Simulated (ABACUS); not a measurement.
# CdTe (F-43m) in ABACUS: reference runs

Reference runs on CdTe: the cell as given.

Everything below comes from runs of ABACUS 3.10.1. Logs are shortened: lines on timing, memory, paths and dates and some standing lists are left out, and cuts for length are marked.

**Experimental background.**

From a printed reference work, data compilation, for a bulk crystal of CdTe at 0 K: band gap 1.607 eV.

How close the calculation comes is told below.

## Step 1: The structure

Symmetry: F-43m, No. 216, cubic system. The conventional cell has a = 6.410 Å, b = 6.410 Å, c = 6.410 Å, α = 90.00°, β = 90.00°, γ = 90.00°. Te (site symmetry -43m) is surrounded by 4 Cd at 2.78 Å. Around Cd (site symmetry -43m) lie 4 Te at 2.78 Å.

## Step 2: Single point, PBEsol

Input file INPUT:

```
INPUT_PARAMETERS
suffix              CdTe
calculation         scf
basis_type          pw
pseudo_dir          ./
symmetry            1
dft_functional      pbesol
ecutwfc             103
pseudo_rcut         7
nspin               1
nbands              22
ks_solver           dav
smearing_method     fd
smearing_sigma      0.00367493
scf_thr             1e-08
scf_nmax            100
mixing_type         broyden
mixing_beta         0.7
cal_force           1
cal_stress          1
kpar                4
```

Input file STRU:

```
ATOMIC_SPECIES
Te 127.6000 Te.upf
Cd 112.4140 Cd.upf

LATTICE_CONSTANT
1.8897261246

LATTICE_VECTORS
0.0000000000 3.2050000000 3.2050000000
3.2050000000 0.0000000000 3.2050000000
3.2050000000 3.2050000000 0.0000000000

ATOMIC_POSITIONS
Direct

Te
0.0
1
0.7500000000 0.7500000000 0.7500000000 1 1 1

Cd
0.0
1
0.0000000000 0.0000000000 0.0000000000 1 1 1
```

Input file KPT:

```
K_POINTS
0
Gamma
7 7 7 0 0 0
```

Potentials or basis: PseudoDojo NC SR 0.4.1 PBEsol standard, plane waves.

Command:

```bash
$ OMP_NUM_THREADS=1 mpirun -np 4 abacus > log
```

running log:

```text
ABACUS v3.10.1

               Atomic-orbital Based Ab-initio Computation at UStc

 ------------------------------------------------------------------------------------

 READING GENERAL INFORMATION
                           global_out_dir = OUT.CdTe/
                           global_in_card = INPUT
                               pseudo_dir = ./
                              orbital_dir =
                                    DSIZE = 4
                                    GSIZE = 1

 READING UNITCELL INFORMATION
                                    ntype = 2
                  lattice constant (Bohr) = 1.88973
              lattice constant (Angstrom) = 1

 READING ATOM TYPE 1
                               atom label = Te
                      L=0, number of zeta = 1
                      L=1, number of zeta = 1
                      L=2, number of zeta = 1
             number of atom for this type = 1

 READING ATOM TYPE 2
                               atom label = Cd
                      L=0, number of zeta = 1
                      L=1, number of zeta = 1
                      L=2, number of zeta = 1
             number of atom for this type = 1

                        TOTAL ATOM NUMBER = 2
DIRECT COORDINATES
    atom                   x                   y                   z     mag                  vx                  vy                  vz
taud_Te1            0.7500000000        0.7500000000        0.7500000000  0.0000        0.0000000000        0.0000000000        0.0000000000
taud_Cd1            0.0000000000        0.0000000000        0.0000000000  0.0000        0.0000000000        0.0000000000        0.0000000000

                          Volume (Bohr^3) = 444.335
                             Volume (A^3) = 65.8436

 Lattice vectors: (Cartesian coordinate: in unit of a_0)
                   +0              +3.205              +3.205
               +3.205                  +0              +3.205
               +3.205              +3.205                  +0
 Reciprocal vectors: (Cartesian coordinate: in unit of 2 pi/a_0)
            -0.156006           +0.156006           +0.156006
            +0.156006           -0.156006           +0.156006
            +0.156006           +0.156006           -0.156006
 The esolver type has been set to : ksdft_pw

                PAO radial cut off (Bohr) = 7

 Read in pseudopotential file is Te.upf
                     pseudopotential type = NC
          exchange-correlation functional = PBESOL
                 nonlocal core correction = 1
                        valence electrons = 16
                                     lmax = 2
                           number of zeta = 3
                     number of projectors = 6
                           L of projector = 0
[... 5 lines left out ...]
                PAO radial cut off (Bohr) = 7

 Read in pseudopotential file is Cd.upf
                     pseudopotential type = NC
          exchange-correlation functional = PBESOL
                 nonlocal core correction = 1
                        valence electrons = 20
                                     lmax = 2
                           number of zeta = 4
                     number of projectors = 6
                           L of projector = 0
                           L of projector = 0
                           L of projector = 1
                           L of projector = 1
                           L of projector = 2
                           L of projector = 2
     initial pseudo atomic orbital number = 19

 SETUP THE ELECTRONS NUMBER
            electron number of element Te = 16
      total electron number of element Te = 16
            electron number of element Cd = 20
      total electron number of element Cd = 20
            AUTOSET number of electrons:  = 36
                           occupied bands = 18
                                   NBANDS = 22
                                   NLOCAL = 18

%%%%%%%%%%%%%%%%%%%%%%%%%%%%%%%%%%%%%%%%%%%%%%%%%%%%%%%%%%%%%%%%%%%%%%%%%%%%%%%%%%%%%%%%%%%%%%%%%%%%%%%%%%
 Warning: the number of valence electrons in pseudopotential > 6 for Te: [Kr] 4d10 5s2 5p4
 Warning: the number of valence electrons in pseudopotential > 12 for Cd: [Kr] 4d10 5s2
 Pseudopotentials with additional electrons can yield (more) accurate outcomes, but may be less efficient.
 If you're confident that your chosen pseudopotential is appropriate, you can safely ignore this warning.
%%%%%%%%%%%%%%%%%%%%%%%%%%%%%%%%%%%%%%%%%%%%%%%%%%%%%%%%%%%%%%%%%%%%%%%%%%%%%%%%%%%%%%%%%%%%%%%%%%%%%%%%%%

 SETUP THE PLANE WAVE BASIS
 energy cutoff for charge/potential (unit:Ry) = 412
            fft grid for charge/potential = [ 60, 60, 60 ]
                        fft grid division = [ 1, 1, 1 ]
        big fft grid for charge/potential = [ 60, 60, 60 ]
                                     nbxx = 216000
                                     nrxx = 216000

 SETUP PLANE WAVES FOR CHARGE/POTENTIAL
                    number of plane waves = 62847
                         number of sticks = 2077

 PARALLEL PW FOR CHARGE/POTENTIAL
     PROC   COLUMNS(POT)             PW
        1           2077          62847
 --------------- sum -------------------
        1           2077          62847
                            number of |g| = 513
                                  max |g| = 37.2614
                                  min |g| = 0

----------- Double Check Mixing Parameters Begin ------------
mixing_type: broyden
mixing_beta: 0.7
mixing_gg0: 1
mixing_gg0_min: 0.1
mixing_ndim: 8
----------- Double Check Mixing Parameters End ------------

 LATTICE VECTORS: (CARTESIAN COORDINATE: IN UNIT OF A0)
                   +0              +3.205              +3.205
               +3.205                  +0              +3.205
               +3.205              +3.205                  +0
                       right hand lattice = 1
                                   NORM_A = 4.53255
                                   NORM_B = 4.53255
                                   NORM_C = 4.53255
                           ALPHA (DEGREE) = 60
                           BETA  (DEGREE) = 60
                           GAMMA (DEGREE) = 60

 The lattice vectors have been changed (STRU_SIMPLE.cif)

(for optimal symmetric configuration:)
                             BRAVAIS TYPE = 3
                     BRAVAIS LATTICE NAME = 03. Cubic F (face-centered)
                                    ibrav = 3
                                    IBRAV = 3
                                  BRAVAIS = FACE CENTERED CUBIC
                       LATTICE CONSTANT A = 6.41
Original cell was already a primitive cell.
                        ROTATION MATRICES = 48
              PURE POINT GROUP OPERATIONS = 24
                   SPACE GROUP OPERATIONS = 24
                                       C2 = 3
                                       C3 = 8
                                       C4 = 0
                                       C6 = 0
                                       S1 = 6
                                       S3 = 0
                                       S4 = 6
                                       S6 = 0
                              POINT GROUP = T_d
                                       C2 = 3
                                       C3 = 8
                                       C4 = 0
                                       C6 = 0
                                       S1 = 6
                                       S3 = 0
                                       S4 = 6
                                       S6 = 0
               POINT GROUP IN SPACE GROUP = T_d

 SETUP K-POINTS
                                    nspin = 1
                   Input type of k points = Monkhorst-Pack(Gamma)
                                   nkstot = 343
                       right hand lattice = 1
(for reciprocal lattice: )
                             BRAVAIS TYPE = 2
                     BRAVAIS LATTICE NAME = 02. Cubic I (body-centered)
                                    ibrav = 2
                       right hand lattice = 1
(for k-lattice: )
                             BRAVAIS TYPE = 2
                     BRAVAIS LATTICE NAME = 02. Cubic I (body-centered)
                                    ibrav = 2
                       right hand lattice = 1
                        ROTATION MATRICES = 48
                               nkstot_ibz = 20
K-POINTS REDUCTION ACCORDING TO SYMMETRY
     IBZ    DIRECT_X    DIRECT_Y    DIRECT_Z  WEIGHT  ibz2bz
       1  0.00000000  0.00000000  0.00000000  0.0029       0
       2  0.14285714  0.14285714  0.14285714  0.0233       1
       3  0.28571429  0.28571429  0.28571429  0.0233       2
       4  0.42857143  0.42857143  0.42857143  0.0233       3
       5  0.14285714  0.14285714  0.00000000  0.0175       8
       6  0.28571429  0.14285714  0.28571429  0.0700       9
[... 12 lines left out ...]
      19 -0.42857143  0.42857143  0.14285714  0.0700      74
      20 -0.28571429  0.42857143  0.28571429  0.0700      75

                               nkstot now = 20
[... K-POINTS DIRECT COORDINATES: 20 rows ...]

           k-point number in this process = 5
       minimum distributed K point number = 5
[... stars of the k points ...]

[... K-POINTS CARTESIAN COORDINATES: 5 rows ...]

[... K-POINTS DIRECT COORDINATES: 5 rows ...]

 SETUP PLANE WAVES FOR WAVE FUNCTIONS
     energy cutoff for wavefunc (unit:Ry) = 103
              fft grid for wave functions = [ 60, 60, 60 ]
                    number of plane waves = 8801
                         number of sticks = 559

 PARALLEL PW FOR WAVE FUNCTIONS
     PROC   COLUMNS(POT)             PW
        1            559           8801
 --------------- sum -------------------
        1            559           8801

 SETUP NONLOCAL PSEUDOPOTENTIALS IN PLANE WAVE BASIS
 Te non-local projectors:
 projector 1 L=0
 projector 2 L=0
 projector 3 L=1
 projector 4 L=1
 projector 5 L=2
 projector 6 L=2
 Cd non-local projectors:
 projector 1 L=0
 projector 2 L=0
 projector 3 L=1
 projector 4 L=1
 projector 5 L=2
 projector 6 L=2
      TOTAL NUMBER OF NONLOCAL PROJECTORS = 36

 Init Non-Local PseudoPotential table :
 Init Non-Local-Pseudopotential done.

                                     npwx = 7861

 Make real space PAO into reciprocal space.
       max mesh points in Pseudopotential = 701
     dq(describe PAO in reciprocal space) = 0.01
                                    max q = 1222

 number of pseudo atomic orbitals for Te is 3
WARNING: norm of atomic wavefunction # 2 of atomic type Te is 0.999977, renormalized
WARNING: norm of atomic wavefunction # 3 of atomic type Te is 0.99875, renormalized

 number of pseudo atomic orbitals for Cd is 4
WARNING: norm of atomic wavefunction # 3 of atomic type Cd is 0.999996, renormalized
WARNING: norm of atomic wavefunction # 4 of atomic type Cd is 0.997645, renormalized

 -------------------------------------------
 SELF-CONSISTENT
 -------------------------------------------
                                 init_chg = atomic

 PW ALGORITHM --------------- ION=   1  ELEC=   1--------------------------------

 Notice: Threshold on eigenvalues was too large.
 hsover_error=0.36 > DRHO=0.0521272
 Origin diag ethr = 0.01
 New diag ethr = 0.000144798

 Density error is 0.0527148378923
                          Error Threshold = 0.000144797897806
----------------------------------------------------------
     Energy           Rydberg                 eV
----------------------------------------------------------
 E_KohnSham     -559.8142569426      -7616.6637160561
 E_Harris       -562.1579989215      -7648.5519616109
 E_Fermi        0.6103493796         8.3042293334
----------------------------------------------------------
[... 63 lines left out ...]
 Density error is 3.50744341798e-09
                          Error Threshold = 1.23240031452e-10
----------------------------------------------------------
     Energy           Rydberg                 eV
----------------------------------------------------------
 E_KohnSham     -559.8295608715      -7616.8719366897
 E_KS(sigma->0) -559.8295606901      -7616.8719342221
 E_Harris       -559.8288731733      -7616.8625800756
 E_band         -56.8694776399       -773.7489381861
 E_one_elec     -359.7505732943      -4894.6576555688
 E_Hartree      187.4906698757       2550.9414321459
 E_xc           -96.9012387082       -1318.4089896892
 E_Ewald        -290.6684183819      -3954.7467186424
 E_entropy(-TS) -0.0000003627        -0.0000049352
 E_descf        0.0000000000         0.0000000000
 E_exx          0.0000000000         0.0000000000
 E_Fermi        0.6170224121         8.3950205981
----------------------------------------------------------

 charge density convergence is achieved
 final etot is -7616.8719367 eV
 EFERMI = 8.3950205981 eV

 STATE ENERGY(eV) AND OCCUPATIONS    NSPIN == 1
 1/5 kpoint (Cartesian) = 0.0000 0.0000 0.0000 (7799 pws)
       1       -94.1264     0.00583090
       2       -55.2158     0.00583090
       3       -55.2158     0.00583090
       4       -55.2158     0.00583090
       5       -28.1196     0.00583090
       6       -28.1196     0.00583090
[... 14 lines left out ...]
      21        12.5363    6.23352e-39
[... 95 lines left out ...]
      21        13.3007    8.58745e-45
      22        13.3007    8.58745e-45

------------------------------------------------------------------------------------------
 TOTAL-FORCE (eV/Angstrom)
------------------------------------------------------------------------------------------
                       Te1         0.0000000000         0.0000000000         0.0000000000
                       Cd1         0.0000000000         0.0000000000         0.0000000000
------------------------------------------------------------------------------------------

----------------------------------------------------------------
 TOTAL-STRESS (KBAR)
----------------------------------------------------------------
        17.3441554741        -0.0000000000        -0.0000000000
        -0.0000000000        17.3441554741         0.0000000000
        -0.0000000000         0.0000000000        17.3441554741
----------------------------------------------------------------
 TOTAL-PRESSURE: 17.344155 KBAR

 --------------------------------------------
 !FINAL_ETOT_IS -7616.8719366897112195 eV
 --------------------------------------------
```

Run time: 13 s. Hardware: 4 MPI ranks of Intel Xeon 6975P-C (Granite Rapids), shared host; peak memory 0.6 GiB.

What came out:

- Free energy: -7616.8719 eV
- Pressure: 1.7 GPa
- Band gap on the k mesh: 0.76 eV, direct

Caveat: spin-orbit coupling is left out, which moves the levels of the heavy elements.

## Step 3: Against experiment

Step 2. Against the measured gap of CdTe, 1.607 eV (0 K; a printed reference work, data compilation), the calculated 0.76 eV is off by -0.85 eV. Spin-orbit coupling on Cd, Te is left out. The value is that of PBEsol, without temperature or zero-point motion. Semilocal functionals fall short of measured gaps as a rule.
